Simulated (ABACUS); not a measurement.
# Sn (Im-3m) in ABACUS: further runs

Runs on Sn. Level: PBE. Tasks: single point.

All numbers are computed with ABACUS 3.10.1; they aren't measurements. Logs are shortened: lines on timing, memory, paths and dates and some standing lists are left out, and cuts for length are marked.

## (1) Starting point

The structure is cubic, space group Im-3m (No. 229). The conventional cell has a = 3.789 Å, b = 3.789 Å, c = 3.789 Å, α = 90.00°, β = 90.00°, γ = 90.00°. Around Sn (site symmetry m-3m) lie 8 Sn at 3.28 Å.

This isn't the form of Sn at room conditions, which is tetragonal (white tin).

## (2) Single point, PBE

The input, run_abacus.py:

```python
"""ABACUS run from a structure file: ASE reads it, the script writes STRU, KPT and INPUT."""
import re
import subprocess
from ase.io import read
from ase.units import Bohr

atoms = read("Sn.xyz")
atoms = atoms[(-atoms.numbers).argsort(kind="stable")]  # ABACUS lists atoms element by element
pseudo = {'Sn': 'Sn_ONCV_PBE-1.2.upf'}
orbital = {}
magmoms = None
kmesh = [7, 7, 7]
params = {
    'suffix': 'Sn',
    'calculation': 'scf',
    'basis_type': 'pw',
    'pseudo_dir': './',
    'symmetry': 1,
    'dft_functional': 'pbe',
    'ecutwfc': 73,
    'pseudo_rcut': 7,
    'nspin': 1,
    'nbands': 11,
    'ks_solver': 'dav',
    'smearing_method': 'fd',
    'smearing_sigma': 0.00367493,
    'scf_thr': 1e-08,
    'scf_nmax': 100,
    'mixing_type': 'broyden',
    'mixing_beta': 0.7,
    'cal_force': 1,
    'cal_stress': 1,
    'kpar': 4,
}

symbols = atoms.get_chemical_symbols()
elements = list(dict.fromkeys(symbols))
lines = ["ATOMIC_SPECIES"] + [f"{e} {atoms.get_masses()[symbols.index(e)]:.4f} {pseudo[e]}" for e in elements]
if orbital:
    lines += ["", "NUMERICAL_ORBITAL"] + [orbital[e] for e in elements]
lines += ["", "LATTICE_CONSTANT", f"{1 / Bohr:.10f}", "", "LATTICE_VECTORS"]
lines += [" ".join(f"{x:.10f}" for x in v) for v in atoms.cell]
lines += ["", "ATOMIC_POSITIONS", "Direct"]
for e in elements:
    lines += ["", e, "0.0", str(symbols.count(e))]
    for i, p in enumerate(atoms.get_scaled_positions(wrap=False)):
        if symbols[i] == e:
            mag = "" if magmoms is None else " mag " + " ".join(str(x) for x in (magmoms[i] if isinstance(magmoms[i], list) else [magmoms[i]]))
            lines.append(" ".join(f"{x:.10f}" for x in p) + " 1 1 1" + mag)
open("STRU", "w").write("\n".join(lines) + "\n")
open("KPT", "w").write("K_POINTS\n0\nGamma\n%d %d %d 0 0 0\n" % tuple(kmesh))
open("INPUT", "w").write("INPUT_PARAMETERS\n" + "".join(f"{k:<20s}{v}\n" for k, v in params.items()))

done = subprocess.run(['mpirun', '-np', '4', 'abacus'])
if done.returncode:
    raise SystemExit(done.returncode)
log = open("OUT.Sn/running_scf.log").read()
print("final energy (eV):", re.findall(r"FINAL_ETOT_IS (\S+)", log))
```

The input, Sn.xyz:

```xyz
1
Lattice="-1.8946518192 1.8946518192 1.8946518192 1.8946518192 -1.8946518192 1.8946518192 1.8946518192 1.8946518192 -1.8946518192" Properties=species:S:1:pos:R:3 pbc="T T T"
Sn     0.0000000000      0.0000000000      0.0000000000
```

Potentials or basis: SG15 ONCV 1.2 PBE, plane waves.

Started as:

```console
$ OMP_NUM_THREADS=1 python run_abacus.py > log
```

running log:

```text
ABACUS v3.10.1

               Atomic-orbital Based Ab-initio Computation at UStc

 ------------------------------------------------------------------------------------

 READING GENERAL INFORMATION
                           global_out_dir = OUT.Sn/
                           global_in_card = INPUT
                               pseudo_dir = ./
                              orbital_dir =
                                    DSIZE = 4
                                    GSIZE = 1

 READING UNITCELL INFORMATION
                                    ntype = 1
                  lattice constant (Bohr) = 1.88973
              lattice constant (Angstrom) = 1

 READING ATOM TYPE 1
                               atom label = Sn
                      L=0, number of zeta = 1
                      L=1, number of zeta = 1
                      L=2, number of zeta = 1
             number of atom for this type = 1

                        TOTAL ATOM NUMBER = 1
DIRECT COORDINATES
    atom                   x                   y                   z     mag                  vx                  vy                  vz
taud_Sn1            0.0000000000        0.0000000000        0.0000000000  0.0000        0.0000000000        0.0000000000        0.0000000000

                          Volume (Bohr^3) = 183.588
                             Volume (A^3) = 27.2049

 Lattice vectors: (Cartesian coordinate: in unit of a_0)
             -1.89465            +1.89465            +1.89465
             +1.89465            -1.89465            +1.89465
             +1.89465            +1.89465            -1.89465
 Reciprocal vectors: (Cartesian coordinate: in unit of 2 pi/a_0)
                   +0           +0.263901           +0.263901
            +0.263901                  +0           +0.263901
            +0.263901           +0.263901                  +0
 The esolver type has been set to : ksdft_pw

                PAO radial cut off (Bohr) = 7

 Read in pseudopotential file is Sn_ONCV_PBE-1.2.upf
                     pseudopotential type = NC
          exchange-correlation functional = PBE
                 nonlocal core correction = 0
                        valence electrons = 14
                                     lmax = 2
                           number of zeta = 0
                     number of projectors = 6
                           L of projector = 0
                           L of projector = 0
                           L of projector = 1
                           L of projector = 1
                           L of projector = 2
                           L of projector = 2
     initial pseudo atomic orbital number = 0

 SETUP THE ELECTRONS NUMBER
            electron number of element Sn = 14
      total electron number of element Sn = 14
            AUTOSET number of electrons:  = 14
                           occupied bands = 7
                                   NBANDS = 11
                                   NLOCAL = 9

%%%%%%%%%%%%%%%%%%%%%%%%%%%%%%%%%%%%%%%%%%%%%%%%%%%%%%%%%%%%%%%%%%%%%%%%%%%%%%%%%%%%%%%%%%%%%%%%%%%%%%%%%%
 Warning: the number of valence electrons in pseudopotential > 4 for Sn: [Kr] 4d10 5s2 5p2
 Pseudopotentials with additional electrons can yield (more) accurate outcomes, but may be less efficient.
 If you're confident that your chosen pseudopotential is appropriate, you can safely ignore this warning.
%%%%%%%%%%%%%%%%%%%%%%%%%%%%%%%%%%%%%%%%%%%%%%%%%%%%%%%%%%%%%%%%%%%%%%%%%%%%%%%%%%%%%%%%%%%%%%%%%%%%%%%%%%

 SETUP THE PLANE WAVE BASIS
 energy cutoff for charge/potential (unit:Ry) = 292
            fft grid for charge/potential = [ 36, 36, 36 ]
                        fft grid division = [ 1, 1, 1 ]
        big fft grid for charge/potential = [ 36, 36, 36 ]
                                     nbxx = 46656
                                     nrxx = 46656

 SETUP PLANE WAVES FOR CHARGE/POTENTIAL
                    number of plane waves = 15587
                         number of sticks = 841

 PARALLEL PW FOR CHARGE/POTENTIAL
     PROC   COLUMNS(POT)             PW
        1            841          15587
 --------------- sum -------------------
        1            841          15587
                            number of |g| = 176
                                  max |g| = 26.3253
                                  min |g| = 0

----------- Double Check Mixing Parameters Begin ------------
mixing_type: broyden
mixing_beta: 0.7
mixing_gg0: 1
mixing_gg0_min: 0.1
mixing_ndim: 8
----------- Double Check Mixing Parameters End ------------

 LATTICE VECTORS: (CARTESIAN COORDINATE: IN UNIT OF A0)
             -1.89465            +1.89465            +1.89465
             +1.89465            -1.89465            +1.89465
             +1.89465            +1.89465            -1.89465
                       right hand lattice = 1
                                   NORM_A = 3.28163
                                   NORM_B = 3.28163
                                   NORM_C = 3.28163
                           ALPHA (DEGREE) = 109.471
                           BETA  (DEGREE) = 109.471
                           GAMMA (DEGREE) = 109.471

 The lattice vectors have been changed (STRU_SIMPLE.cif)

(for optimal symmetric configuration:)
                             BRAVAIS TYPE = 2
                     BRAVAIS LATTICE NAME = 02. Cubic I (body-centered)
                                    ibrav = 2
                                    IBRAV = 2
                                  BRAVAIS = BODY CENTERED CUBIC
                       LATTICE CONSTANT A = 3.7893
Original cell was already a primitive cell.
                        ROTATION MATRICES = 48
              PURE POINT GROUP OPERATIONS = 48
                   SPACE GROUP OPERATIONS = 48
                              POINT GROUP = O_h
               POINT GROUP IN SPACE GROUP = O_h

 SETUP K-POINTS
                                    nspin = 1
                   Input type of k points = Monkhorst-Pack(Gamma)
                                   nkstot = 343
                       right hand lattice = 1
(for reciprocal lattice: )
                             BRAVAIS TYPE = 3
                     BRAVAIS LATTICE NAME = 03. Cubic F (face-centered)
                                    ibrav = 3
                       right hand lattice = 1
(for k-lattice: )
                             BRAVAIS TYPE = 3
                     BRAVAIS LATTICE NAME = 03. Cubic F (face-centered)
                                    ibrav = 3
                       right hand lattice = 1
                        ROTATION MATRICES = 48
                               nkstot_ibz = 20
K-POINTS REDUCTION ACCORDING TO SYMMETRY
     IBZ    DIRECT_X    DIRECT_Y    DIRECT_Z  WEIGHT  ibz2bz
       1  0.00000000  0.00000000  0.00000000  0.0029       0
       2 -0.14285714  0.14285714  0.00000000  0.0350       1
       3 -0.28571429  0.28571429  0.00000000  0.0350       2
       4 -0.42857143  0.42857143  0.00000000  0.0350       3
       5 -0.14285714 -0.14285714  0.28571429  0.0700       8
       6 -0.14285714 -0.28571429  0.42857143  0.1399       9
[... 12 lines left out ...]
      19  0.42857143  0.42857143  0.42857143  0.0233     130
      20 -0.42857143  0.42857143  0.42857143  0.0175     172

                               nkstot now = 20
[... K-POINTS DIRECT COORDINATES: 20 rows ...]

           k-point number in this process = 5
       minimum distributed K point number = 5
[... stars of the k points ...]

[... K-POINTS CARTESIAN COORDINATES: 5 rows ...]

[... K-POINTS DIRECT COORDINATES: 5 rows ...]

 SETUP PLANE WAVES FOR WAVE FUNCTIONS
     energy cutoff for wavefunc (unit:Ry) = 73
              fft grid for wave functions = [ 36, 36, 36 ]
                    number of plane waves = 2315
                         number of sticks = 233

 PARALLEL PW FOR WAVE FUNCTIONS
     PROC   COLUMNS(POT)             PW
        1            233           2315
 --------------- sum -------------------
        1            233           2315

 SETUP NONLOCAL PSEUDOPOTENTIALS IN PLANE WAVE BASIS
 Sn non-local projectors:
 projector 1 L=0
 projector 2 L=0
 projector 3 L=1
 projector 4 L=1
 projector 5 L=2
 projector 6 L=2
      TOTAL NUMBER OF NONLOCAL PROJECTORS = 18

 Init Non-Local PseudoPotential table :
 Init Non-Local-Pseudopotential done.

                                     npwx = 1961

 -------------------------------------------
 SELF-CONSISTENT
 -------------------------------------------
                                 init_chg = atomic

 PW ALGORITHM --------------- ION=   1  ELEC=   1--------------------------------
 Notice: Threshold on eigenvalues was too large.
 hsover_error=0.14 > DRHO=0.00804579
 Origin diag ethr = 0.01
 New diag ethr = 5.747e-05

 Density error is 0.00797946926409
                          Error Threshold = 5.74699601557e-05
----------------------------------------------------------
     Energy           Rydberg                 eV
----------------------------------------------------------
 E_KohnSham     -120.6447802485      -1641.4564453374
 E_Harris       -121.3137991619      -1650.5589146290
 E_Fermi        0.9718531983         13.2227411166
----------------------------------------------------------
[... 39 lines left out ...]
 Density error is 9.44675949752e-09
                          Error Threshold = 4.77283642541e-10
----------------------------------------------------------
     Energy           Rydberg                 eV
----------------------------------------------------------
 E_KohnSham     -120.6460653211      -1641.4739296474
 E_KS(sigma->0) -120.6457934685      -1641.4702309024
 E_Harris       -120.6461333152      -1641.4748547547
 E_band         -3.9448472432        -53.6724002471
 E_one_elec     -27.8135630794       -378.4229395620
 E_Hartree      21.4957785739        292.4650715519
 E_xc           -14.7166424381       -200.2301925869
 E_Ewald        -99.6110946723       -1355.2784715604
 E_entropy(-TS) -0.0005437053        -0.0073974900
 E_descf        0.0000000000         0.0000000000
 E_exx          0.0000000000         0.0000000000
 E_Fermi        0.9641822548         13.1183725755
----------------------------------------------------------

 charge density convergence is achieved
 final etot is -1641.4739296 eV
 EFERMI = 13.118372575 eV

 STATE ENERGY(eV) AND OCCUPATIONS    NSPIN == 1
 1/5 kpoint (Cartesian) = 0.0000 0.0000 0.0000 (1961 pws)
       1       -8.76289     0.00583090
       2       -8.76289     0.00583090
       3       -8.76289     0.00583090
       4       -8.62433     0.00583090
       5       -8.62433     0.00583090
       6        1.74691     0.00583090
       7        20.7935    1.26006e-69
       8        20.7935    1.26006e-69
       9        20.7935    1.26006e-69
      10        25.3028        0.00000
      11        25.3028        0.00000
[... 40 lines left out ...]
 5/5 kpoint (Cartesian) = 0.037700 0.037700 -0.075400 (1945 pws)
       1       -8.77269       0.139942
       2       -8.74545       0.139942
       3       -8.65860       0.139942
       4       -8.64458       0.139942
       5       -8.62755       0.139942
       6        3.08154       0.139942
       7        15.1098    7.05533e-19
       8        16.7063    9.59470e-33
       9        18.8195    4.23109e-51
      10        22.8499    4.15568e-86
      11        23.2491        0.00000

------------------------------------------------------------------------------------------
 TOTAL-FORCE (eV/Angstrom)
------------------------------------------------------------------------------------------
                       Sn1         0.0000000000         0.0000000000         0.0000000000
------------------------------------------------------------------------------------------

----------------------------------------------------------------
 TOTAL-STRESS (KBAR)
----------------------------------------------------------------
        11.5028253061         0.0000000000         0.0000000000
         0.0000000000        11.5028253061        -0.0000000000
        -0.0000000000        -0.0000000000        11.5028253061
----------------------------------------------------------------
 TOTAL-PRESSURE: 11.502825 KBAR

 --------------------------------------------
 !FINAL_ETOT_IS -1641.4739296473919694 eV
 --------------------------------------------
```

It took 1.9 s on 4 MPI ranks of Intel Xeon 6975P-C (Granite Rapids), shared host; peak memory 0.36 GiB.

What came out:

```yaml
Free_energy: -1641.4739 eV
Pressure: 1.2 GPa
Band_gap_on_the_k_mesh: none (metal or under the smearing width)
```

Levels at points of the mesh, in eV from the Fermi level:
| k point | band 4 | band 5 | band 6 | band 7 | band 8 | band 9 | band 10 | band 11 |
| --- | --- | --- | --- | --- | --- | --- | --- | --- |
| (0.00, 0.00, 0.00) | -21.74 | -21.74 | -11.37 | 7.68 | 7.68 | 7.68 | 12.18 | 12.18 |

## (3) Single point, PBE

Edit run_abacus.py of step 2 so:

```diff
@@ -8,3 +8,3 @@
 atoms = atoms[(-atoms.numbers).argsort(kind="stable")]  # ABACUS lists atoms element by element
-pseudo = {'Sn': 'Sn_ONCV_PBE-1.2.upf'}
+pseudo = {'Sn': '50_Sn_14_2.5_3.0_pbe_n_v1.0.upf'}
 orbital = {}
```

Sn.xyz is that of step 2.

Potentials or basis: SPMS ONCV 1.0 PBE, plane waves.

Started as:

```console
$ OMP_NUM_THREADS=1 python run_abacus.py > log
```

It took 2.2 s on 4 MPI ranks of Intel Xeon 6975P-C (Granite Rapids), shared host; peak memory 0.36 GiB.

It converged, with:

```yaml
Free_energy: -1920.2798 eV
Pressure: 1.2 GPa
Band_gap_on_the_k_mesh: none (metal or under the smearing width)
```

Levels at points of the mesh, in eV from the Fermi level:
| k point | band 5 | band 6 | band 7 | band 8 | band 9 |
| --- | --- | --- | --- | --- | --- |
| (0.00, 0.00, 0.00) | -21.76 | -11.38 | 7.66 | 7.66 | 7.66 |
